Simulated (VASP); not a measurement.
# MoSe2 (P6_3/mmc) in VASP: settings compared

One crystal, MoSe2, is run at these levels: PBE, LDA, r2SCAN; tasks: dielectric tensor, band structure.

Program: VASP 6.6.1. These are calculated values, not measurements. Logs are shortened: lines on timing, memory, paths and dates and some standing lists are left out, and cuts for length are marked.

**1. The crystal as given**

The structure is hexagonal, space group P6_3/mmc (No. 194). Conventional cell: a = 3.278 Å, b = 3.278 Å, c = 12.730 Å, α = 90.00°, β = 90.00°, γ = 120.00°. Around Mo (site symmetry -6m2) lie 6 Se at 2.53 Å. Around Se (site symmetry 3m) lie 3 Mo at 2.53 Å.

The cell is a database's computed one.

**2. Dielectric tensor, PBE**

Input file INCAR:

```
PREC = Accurate
ENCUT = 450
EDIFF = 1E-8
ISMEAR = 0
SIGMA = 0.02
LREAL = False
LASPH = True
NELM = 120
ALGO = Fast
ISIF = 2
LWAVE = False
LCHARG = False
GGA = PE
LEPSILON = True
IBRION = 8
KPAR = 4
```

Input file KPOINTS:

```
Automatic mesh
0
Gamma
  11 11 3
```

Input file POSCAR:

```
MoSe2                                   
1.0
    3.2784556598      0.0000000000      0.0000000000
   -1.6392278299      2.8392258566      0.0000000000
    0.0000000000      0.0000000000     12.7295169218
  Mo              Se            
     2     4
Direct
     0.6666666699999979    0.3333333300000021    0.7500000000000000
     0.3333333300000021    0.6666666699999979    0.2500000000000000
     0.3333333300000021    0.6666666699999979    0.8816382259161557
     0.6666666699999979    0.3333333300000021    0.3816382259161557
     0.3333333300000021    0.6666666699999979    0.6183617740838443
     0.6666666699999979    0.3333333300000021    0.1183617740838443
```

Potentials or basis: VASP PAW PBE potentials, release 64 (Mo_sv, Se).

Started as:

```bash
cat potpaw_PBE.64/Mo_sv/POTCAR potpaw_PBE.64/Se/POTCAR > POTCAR
mpirun -np 4 vasp_std > vasp.out
```

OUTCAR:

```text
PREC = Accurate
   ENCUT = 450
   EDIFF = 1E-8
   ISMEAR = 0
   LREAL = False
   LASPH = True
   NELM = 120
   ISIF = 2
   GGA = PE
   LEPSILON = True
   IBRION = 8

 ion  position               nearest neighbor table
   1  0.667  0.333  0.750-   3 2.53   5 2.53   3 2.53   5 2.53   3 2.53   5 2.53
   2  0.333  0.667  0.250-   4 2.53   6 2.53   4 2.53   6 2.53   4 2.53   6 2.53
   3  0.333  0.667  0.882-   1 2.53   1 2.53   1 2.53
   4  0.667  0.333  0.382-   2 2.53   2 2.53   2 2.53
   5  0.333  0.667  0.618-   1 2.53   1 2.53   1 2.53
   6  0.667  0.333  0.118-   2 2.53   2 2.53   2 2.53

  LATTYP: Found a hexagonal cell.
 ALAT       =     3.2784556598
 C/A-ratio  =     3.8827784307

  Lattice vectors:

 A1 = (   3.2784556598,   0.0000000000,   0.0000000000)
 A2 = (  -1.6392278299,   2.8392258566,   0.0000000000)
 A3 = (   0.0000000000,   0.0000000000,  12.7295169218)

Analysis of symmetry for initial positions (statically):
=====================================================================
 Subroutine PRICEL returns:
 Original cell was already a primitive cell.

 Routine SETGRP: Setting up the symmetry group for a
 hexagonal supercell.

 Subroutine GETGRP returns: Found 24 space group operations
 (whereof 12 operations were pure point group operations)
 out of a pool of 24 trial point group operations.

The static configuration has the point symmetry D_3d.
 The point group associated with its full space group is D_6h.

Analysis of symmetry for dynamics (positions and initial velocities):
=====================================================================
 Subroutine PRICEL returns:
 Original cell was already a primitive cell.

 Routine SETGRP: Setting up the symmetry group for a
 hexagonal supercell.

 Subroutine GETGRP returns: Found 24 space group operations
 (whereof 12 operations were pure point group operations)
 out of a pool of 24 trial point group operations.

The dynamic configuration has the point symmetry D_3d.
 The point group associated with its full space group is D_6h.

 Subroutine INISYM returns: Found 24 space group operations
 (whereof 12 operations are pure point group operations),
 and found     1 'primitive' translations

----------------------------------------------------------------------------------------

                                     Primitive cell

  volume of cell :     118.4899

  direct lattice vectors                    reciprocal lattice vectors
     3.278455660  0.000000000  0.000000000     0.305021664  0.176104342  0.000000000
    -1.639227830  2.839225857  0.000000000     0.000000000  0.352208683  0.000000000
[... 1069 lines left out ...]
  x     0.00000     0.00000     0.00000     0.00000     0.00000     0.00000
  y     0.00000     0.00000     0.00000     0.00000     0.00000     0.00000
  z     0.00000     0.00000     0.00000     0.00000     0.00000     0.00000

 PIEZOELECTRIC TENSOR (including local field effects)  for field in x, y, z        (C/m^2)
          XX          YY          ZZ          XY          YZ          ZX
  --------------------------------------------------------------------------------
  x     0.00000     0.00000     0.00000     0.00000     0.00000     0.00000
  y     0.00000     0.00000     0.00000     0.00000     0.00000     0.00000
  z     0.00000     0.00000     0.00000     0.00000     0.00000     0.00000

 BORN EFFECTIVE CHARGES (including local field effects) (in |e|, cummulative output)
 ---------------------------------------------------------------------------------
 ion    1
    1    -1.79426     0.00000     0.00000
    2    -0.00000    -1.79426     0.00000
    3    -0.00000     0.00000    -1.10149
 ion    2
    1    -1.79426     0.00000     0.00000
    2     0.00000    -1.79426     0.00000
    3    -0.00000    -0.00000    -1.10149
 ion    3
    1     0.89713     0.00000     0.00000
    2     0.00000     0.89713    -0.00000
    3    -0.00000     0.00000     0.55074
 ion    4
    1     0.89713     0.00000     0.00000
    2     0.00000     0.89713     0.00000
    3    -0.00000    -0.00000     0.55074
 ion    5
    1     0.89713     0.00000     0.00000
    2     0.00000     0.89713     0.00000
    3     0.00000     0.00000     0.55074
 ion    6
    1     0.89713     0.00000     0.00000
    2     0.00000     0.89713    -0.00000
    3     0.00000     0.00000     0.55074

 INTERNAL STRAIN TENSOR FOR ION    6 for displacements in x,y,z  (eV/Angst):
          X           Y           Z          XY          YZ          ZX
  --------------------------------------------------------------------------------
  x     0.00000     0.00000     0.00000     3.45608     0.00000    11.89445
  y     3.45608    -3.45608     0.00000     0.00000    12.96003     0.00000
  z     9.50200     9.50200    25.51662     0.00000    -0.00000     0.00000

 SECOND DERIVATIVES (NOT SYMMETRIZED)
 ------------------------------------
               1X          1Y          1Z          2X          2Y          2Z          3X          3Y          3Z          4X          4Y          4Z          5X          5Y          5Z          6X          6Y          6Z
  1X   -17.533735    0.000000    0.000000    0.063685    0.000000    0.000000    8.673581    0.000000    0.000000    0.061444    0.000000    0.000000    8.673581    0.000000    0.000000    0.061444    0.000000    0.000000
  1Y     0.000000  -17.533735    0.000000    0.000000    0.063685    0.000000    0.000000    8.673581    0.000000    0.000000    0.061444    0.000000    0.000000    8.673581    0.000000    0.000000    0.061444   -0.000000
  1Z    -0.000000    0.000000  -26.657182    0.000000    0.000000    0.330832    0.000000   -0.000000   13.177730    0.000000    0.000000   -0.014555   -0.000000    0.000000   13.177730   -0.000000    0.000000   -0.014555
  2X     0.063685    0.000000    0.000000  -17.533735    0.000000    0.000000    0.061444    0.000000    0.000000    8.673581    0.000000    0.000000    0.061444    0.000000    0.000000    8.673581    0.000000    0.000000
  2Y     0.000000    0.063685    0.000000    0.000000  -17.533735    0.000000    0.000000    0.061444   -0.000000    0.000000    8.673581    0.000000    0.000000    0.061444    0.000000    0.000000    8.673581    0.000000
  2Z     0.000000    0.000000    0.330832   -0.000000    0.000000  -26.657182   -0.000000    0.000000   -0.014555   -0.000000    0.000000   13.177730    0.000000    0.000000   -0.014555    0.000000   -0.000000   13.177730
  3X     8.668796    0.000000    0.000000    0.059377    0.000000    0.000000   -8.408264    0.000000    0.000000   -0.025267    0.000000   -0.000000   -0.381100    0.000000    0.000000    0.086458    0.000000    0.000000
  3Y     0.000000    8.668796    0.000000    0.000000    0.059377    0.000000   -0.000000   -8.408264    0.000000    0.000000   -0.025267    0.000000    0.000000   -0.381100    0.000000    0.000000    0.086458    0.000000
  3Z     0.000000    0.000000   13.145424    0.000000    0.000000    0.015285    0.000000   -0.000000  -15.314693    0.000000   -0.000000    0.068770    0.000000   -0.000000    1.617698    0.000000    0.000000    0.467516
  4X     0.059377    0.000000    0.000000    8.668796    0.000000    0.000000   -0.025267    0.000000    0.000000   -8.408264    0.000000    0.000000    0.086458    0.000000    0.000000   -0.381100    0.000000    0.000000
  4Y     0.000000    0.059377   -0.000000    0.000000    8.668796    0.000000    0.000000   -0.025267   -0.000000   -0.000000   -8.408264    0.000000    0.000000    0.086458   -0.000000    0.000000   -0.381100    0.000000
  4Z     0.000000    0.000000    0.015285    0.000000    0.000000   13.145424    0.000000    0.000000    0.068770    0.000000    0.000000  -15.314693    0.000000    0.000000    0.467516    0.000000    0.000000    1.617698
  5X     8.668796    0.000000    0.000000    0.059377    0.000000    0.000000   -0.381100    0.000000    0.000000    0.086458    0.000000    0.000000   -8.408264    0.000000    0.000000   -0.025267    0.000000    0.000000
  5Y     0.000000    8.668796    0.000000    0.000000    0.059377   -0.000000    0.000000   -0.381100    0.000000    0.000000    0.086458   -0.000000   -0.000000   -8.408264    0.000000    0.000000   -0.025267   -0.000000
  5Z     0.000000    0.000000   13.145424    0.000000    0.000000    0.015285    0.000000    0.000000    1.617698    0.000000    0.000000    0.467516    0.000000    0.000000  -15.314693    0.000000    0.000000    0.068770
  6X     0.059377    0.000000    0.000000    8.668796    0.000000    0.000000    0.086458    0.000000    0.000000   -0.381100    0.000000    0.000000   -0.025267    0.000000   -0.000000   -8.408264    0.000000    0.000000
  6Y     0.000000    0.059377    0.000000    0.000000    8.668796    0.000000    0.000000    0.086458    0.000000    0.000000   -0.381100    0.000000    0.000000   -0.025267    0.000000   -0.000000   -8.408264    0.000000
  6Z     0.000000    0.000000    0.015285    0.000000    0.000000   13.145424    0.000000    0.000000    0.467516    0.000000   -0.000000    1.617698    0.000000   -0.000000    0.068770    0.000000   -0.000000  -15.314693

 Eigenvectors and eigenvalues of the dynamical matrix
 ----------------------------------------------------

   1 f  =   10.493148 THz    65.930392 2PiTHz  350.013737 cm-1    43.396153 meV
             X         Y         Z           dx          dy          dz
      1.639228  0.946409  9.547138    -0.000000    0.000000    0.554508
     -0.000000  1.892817  3.182379     0.000000    0.000000   -0.554508
     -0.000000  1.892817 11.222829     0.000000   -0.000000   -0.310259
      1.639228  0.946409  4.858070    -0.000000   -0.000000    0.310259
     -0.000000  1.892817  7.871447    -0.000000   -0.000000   -0.310259
      1.639228  0.946409  1.506688    -0.000000   -0.000000    0.310259
[... 145 lines left out ...]
  18 f/i=    0.001609 THz     0.010108 2PiTHz    0.053660 cm-1     0.006653 meV
             X         Y         Z           dx          dy          dz
      1.639228  0.946409  9.547138     0.433756    0.026942    0.000000
     -0.000000  1.892817  3.182379     0.433756    0.026942    0.000000
     -0.000000  1.892817 11.222829     0.393659    0.024452    0.000000
      1.639228  0.946409  4.858070     0.393659    0.024452    0.000000
     -0.000000  1.892817  7.871447     0.393659    0.024452    0.000000
      1.639228  0.946409  1.506688     0.393659    0.024452    0.000000

--------------------------------------------------------------------------------------------------------

 MACROSCOPIC STATIC DIELECTRIC TENSOR IONIC CONTRIBUTION
 ------------------------------------------------------
           0.562997    -0.000000     0.000000
          -0.000000     0.562997    -0.000000
           0.000000    -0.000000     0.140771
 ------------------------------------------------------

 ELASTIC MODULI CONTR FROM IONIC RELAXATION (kBar)
 Direction    XX          YY          ZZ          XY          YZ          ZX
 --------------------------------------------------------------------------------
 XX        -361.3111   -202.2264   -756.6598      0.0000     -0.0000     -0.0000
 YY        -202.2264   -361.3111   -756.6597     -0.0000      0.0000     -0.0000
 ZZ        -756.6598   -756.6597  -2031.9288     -0.0000      0.0000     -0.0000
 XY           0.0000     -0.0000     -0.0000    -79.5424      0.0000      0.0000
 YZ           0.0000     -0.0000      0.0000      0.0000  -1116.1862      0.0000
 ZX          -0.0000     -0.0000     -0.0000     -0.0000      0.0000   -940.1841
 --------------------------------------------------------------------------------

 PIEZOELECTRIC TENSOR IONIC CONTR  for field in x, y, z        (C/m^2)
          XX          YY          ZZ          XY          YZ          ZX
  --------------------------------------------------------------------------------
  x    -0.00000     0.00000     0.00000    -0.00000     0.00000    -0.00000
  y    -0.00000     0.00000    -0.00000    -0.00000     0.00000    -0.00000
  z     0.00000     0.00000     0.00000     0.00000    -0.00000    -0.00000
```

It took 28 min on 4 MPI ranks of Intel Xeon Platinum 8259CL at 2.50GHz (Skylake/Cascade Lake), shared host; peak memory 1.1 GiB.

Results:

| Property | Result |
| --- | --- |
| Band gap on the k mesh | 0.73 eV, indirect (least direct gap 1.57 eV) |
| Electronic dielectric tensor (diagonal) | 17.09, 17.09, 8.94 |
| Born charges (mean of the diagonal) | Mo -1.56; Se +0.78 e |
| Highest phonon frequency at Γ, LO-TO splitting left out | 350 cm⁻¹ |

Levels at points of the mesh, in eV from the valence-band top:
```tsv
k point	band 23	band 24	band 25	band 26	band 27	band 28	band 29	band 30
(0.00, 0.00, 0.00)	-1.48	-1.19	-0.68	0.00	2.46	2.46	2.55	2.55
```

Phonon frequencies in cm⁻¹ (negative: imaginary):
```csv
q point,frequencies
"(0.000, 0.000, 0.000)",0 0 0 30 30 55 165 165 167 167 239 244 282 282 282 282 346 350
```

Electronic dielectric tensor:
```
17.09  0.00  0.00
 0.00 17.09  0.00
 0.00  0.00  8.94
```

Born effective charge tensors (e):
atom 1, Mo
```
-1.79  0.00  0.00
 0.00 -1.79  0.00
 0.00  0.00 -1.10
```
atom 2, Mo
```
-1.79  0.00  0.00
 0.00 -1.79  0.00
 0.00  0.00 -1.10
```
atom 3, Se
```
0.90 0.00 0.00
0.00 0.90 0.00
0.00 0.00 0.55
```
atom 4, Se
```
0.90 0.00 0.00
0.00 0.90 0.00
0.00 0.00 0.55
```
atom 5, Se
```
0.90 0.00 0.00
0.00 0.90 0.00
0.00 0.00 0.55
```
atom 6, Se
```
0.90 0.00 0.00
0.00 0.90 0.00
0.00 0.00 0.55
```

Caveat: an odd mesh through Γ misses points on the zone boundary, where band edges often lie.

(Part 1 of 2 ends here.)
